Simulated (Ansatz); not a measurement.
## Ga, space group P2_1/m: a relaxation of cell and ions

Run with Ansatz's Python interface.

The script, `ga.py`:
```python
"""Variable-cell relaxation of Ga."""

from collections import Counter

import ansatz as az
from ase import Atoms
from ase.io import write
import numpy as np

def edges_and_angles(cell):
    cell = np.asarray(cell)
    a, b, c = np.linalg.norm(cell, axis=1)
    cosines = cell[1] @ cell[2] / (b * c), cell[0] @ cell[2] / (a * c), cell[0] @ cell[1] / (a * b)
    return (a, b, c, *np.degrees(np.arccos(cosines)))

system = (
    az.Lattice.of((2.77842, 0.0, 0.0), (0.0, 3.28161, 0.0), (-1.34343, 0.0, 3.99027))
    .atom("Ga", (0.8654, 0.25, 0.22983))
    .atom("Ga", (0.1346, 0.75, 0.77017))
)

# only the volume may change
job = (
    system.calculation()
    .functional("lda")
    .basis(24 * az.Ha, xc_grid=3)
    .kpoints(7, 6, 5)
    .occupations("fermi_dirac", width=0.01)
    .initial_density(normalization="cell")
    .scf(extra_bands=12)
    .relax(force_tolerance=0.001, density_extrapolation="transplant", fix_cell=["shape"])
    .band_table()
)
steps = []


def follow(event):
    if event["event"] != "relax_step":
        return
    row = event["data"]
    steps.append(row)
    print(f"step {row['step']:3d}  E = {row['lagrangian_ev']:.5f} eV  largest force component = {row['allowed_force_max_ev_ang']:.4f} eV/A  P = {row['pressure_gpa']:.3f} GPa")


out = job.session().plan(threads=1).execute(on_event=follow)
report = out.report

first, last = steps[0], steps[-1]
symbols = [site.symbol for site in out.lattice.sites]
print(f"energy gained {first['lagrangian_ev'] - last['lagrangian_ev']:.4f} eV in {len(steps) - 1} steps")
for label, vectors in (("before", first["cell_ang"]), ("after", out.lattice.cell_ang)):
    print(label, "a b c (A) {:.4f} {:.4f} {:.4f}  angles {:.2f} {:.2f} {:.2f}".format(*edges_and_angles(vectors)), f" V = {abs(np.linalg.det(vectors)):.3f} A^3")
print("final stress xx yy zz (GPa, compression positive):", np.round(np.diag(report["stress_gpa"]), 3) + 0.0)

change = np.array(last["positions_ang"]) @ np.linalg.inv(last["cell_ang"]) - np.array(first["positions_ang"]) @ np.linalg.inv(first["cell_ang"])
moved = np.linalg.norm(change @ np.array(last["cell_ang"]), axis=1)
print("displacement within the cell, strain taken out (A):", " ".join(f"{s}:{d:.3f}" for s, d in zip(symbols, moved)))

print("relaxed fractional positions")
for site in out.lattice.sites:
    print(f"  {site.symbol:2s}", " ".join(f"{v % 1:8.5f}" for v in np.round(site.position_frac, 5)))

relaxed = Atoms(symbols, positions=[site.position_ang for site in out.lattice.sites], cell=out.lattice.cell_ang, pbc=True)
write("relaxed.cif", relaxed, format="cif")

print("atom   start x y z (A)              end x y z (A)")
for symbol, a, b in zip(symbols, first["positions_ang"], last["positions_ang"]):
    print(f"{symbol:3s}", " ".join(f"{v:8.4f}" for v in a), "  ", " ".join(f"{v:8.4f}" for v in b))

print(f"free energy      {report['free_energy_ev']:.5f} eV")
print(f"per atom         {report['free_energy_ev'] / len(out.lattice.sites):.5f} eV")
print(f"SCF iterations   {report['n_iterations']}  (converged: {report['converged']})")

told = Counter((n["data"]["severity"], n["data"]["kind"]) for n in out.notices if n["event"] == "notice")
for (severity, kind), count in sorted(told.items()):
    print(f"{severity:8s} {kind} x{count}")

fermi = report["fermi_energy_ev"]
print("levels less the Fermi level (eV) at the first k-points")
for k, levels in list(zip(report["kpoints_frac"], report["eigenvalues_ev"]))[:3]:
    print("k = ({:.3f}, {:.3f}, {:.3f})".format(*k))
    print("   ", " ".join(f"{e - fermi:.3f}" for e in levels))
```

```console
$ python ga.py
step   1  E = -7413.84906 eV  largest force component = 0.1247 eV/A  P = -2.849 GPa
step   2  E = -7413.86666 eV  largest force component = 0.0227 eV/A  P = 0.025 GPa
step   3  E = -7413.86670 eV  largest force component = 0.0064 eV/A  P = -0.007 GPa
step   4  E = -7413.86671 eV  largest force component = 0.0021 eV/A  P = -0.001 GPa
step   5  E = -7413.86671 eV  largest force component = 0.0002 eV/A  P = 0.001 GPa
step   6  E = -7413.86656 eV  largest force component = 0.0002 eV/A  P = -0.001 GPa
energy gained 0.0175 eV in 5 steps
before a b c (A) 2.7784 3.2816 4.2104  angles 90.00 108.61 90.00  V = 36.382 A^3
after a b c (A) 2.7349 3.2302 4.1444  angles 90.00 108.61 90.00  V = 34.698 A^3
final stress xx yy zz (GPa, compression positive): [ 0.019  1.366 -1.388]
displacement within the cell, strain taken out (A): Ga:0.014 Ga:0.014
relaxed fractional positions
  Ga  0.86874  0.25000  0.23310
  Ga  0.13126  0.75000  0.76690
atom   start x y z (A)              end x y z (A)
Ga    2.0957   0.8204   0.9171      2.0676   0.8075   0.9156
Ga   -0.6607   2.4612   3.0732     -0.6552   2.4226   3.0122
free energy      -7413.86656 eV
per atom         -3706.93328 eV
SCF iterations   6  (converged: True)
audit    band_cg_iterations x6
audit    cell_relax_basis_refresh x1
audit    preconditioner_resolved x6
audit    relaxation_kept_its_symmetry x1
levels less the Fermi level (eV) at the first k-points
k = (0.000, 0.000, 0.000)
    -15.441 -15.437 -15.368 -15.364 -15.062 -15.056 -15.010 -14.999 -14.993 -14.833 -11.896 -2.345 -1.525 1.698 5.688 9.404 10.411 10.806 11.245 13.197 13.243 14.104 16.634 24.572 24.730
k = (0.000, 0.000, 0.200)
    -15.459 -15.387 -15.380 -15.287 -15.111 -15.079 -15.025 -14.975 -14.956 -14.896 -11.506 -5.450 2.039 2.157 6.279 8.182 8.515 9.831 11.724 12.346 15.329 17.044 18.230 21.170 22.884
k = (0.000, 0.000, 0.400)
    -15.501 -15.290 -15.254 -15.225 -15.150 -15.115 -15.104 -15.050 -14.951 -14.909 -10.348 -8.192 3.457 5.293 5.790 7.343 7.434 9.093 11.156 14.047 14.952 17.916 20.193 21.764 21.811
```

It writes `relaxed.cif`:
```cif
data_image0
_chemical_formula_structural       Ga2
_chemical_formula_sum              "Ga2"
_cell_length_a       2.73487396505172
_cell_length_b       3.230177493846638
_cell_length_c       4.144362768641405
_cell_angle_alpha    90.0
_cell_angle_beta     108.60716820537084
_cell_angle_gamma    90.0

_space_group_name_H-M_alt    "P 1"
_space_group_IT_number       1

loop_
  _space_group_symop_operation_xyz
  'x, y, z'

loop_
  _atom_site_type_symbol
  _atom_site_label
  _atom_site_symmetry_multiplicity
  _atom_site_fract_x
  _atom_site_fract_y
  _atom_site_fract_z
  _atom_site_occupancy
  Ga  Ga1       1.0  0.8687404758128828  0.24999999999999997  0.23310034843764926  1.0000
  Ga  Ga2       1.0  0.1312595241871171  0.7499999999999999  0.7668996515623507  1.0000
```

These settings explore the input space; cutoff and mesh may be short of convergence. For a metal this k-point mesh is coarse: on a finer one energies can move by several to tens of meV an atom and pressures by half a GPa or more, differences at one mesh by less. Energies along a relaxation are free energies. Rows at an unchanged volume are solved on a plane-wave basis chosen afresh for that cell, so the energy jumps there and such rows are no steps of the walk. This isn't the structure that Ga takes at ambient conditions. Levels are Kohn-Sham eigenvalues on this mesh, without spin-orbit coupling. By the engine's processor time: 34 s on 1 thread of Intel(R) Xeon(R) Processor @ 2.30GHz, with other jobs on the host, peak memory 0.68 GiB.
